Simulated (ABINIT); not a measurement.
Crystal: Sn.

```xyz
1
Lattice="-1.8947 1.8947 1.8947 1.8947 -1.8947 1.8947 1.8947 1.8947 -1.8947" Properties=species:S:1:pos:R:3 pbc="T T T"
Sn    0.0000    0.0000    0.0000
```

This isn't the form of Sn at room conditions, which is tetragonal (white tin).

Base run:

```yaml
Program: ABINIT 10.8.3 (patched build)
Functional: r2SCAN
Potentials_or_basis: JTH PAW PBE v2.0
Cutoff: 707 eV
k_mesh: 10 × 10 × 10
Occupations: fermi-dirac, width 0.05 eV
Spin: no spin polarisation
```

Its results: band gap on the k mesh none (metal or under the smearing width); pressure -1.1 GPa.

Problem. The run is repeated on the same cell with these changes: functional from r2SCAN to BLYP. What comes out?

Solution. Band gap on the k mesh none (metal or under the smearing width); pressure 4.9 GPa.

Caveats: the PAW data sets were made with another functional, which shifts forces and pressure a little; spin-orbit coupling is left out, which moves the levels of the heavy elements.
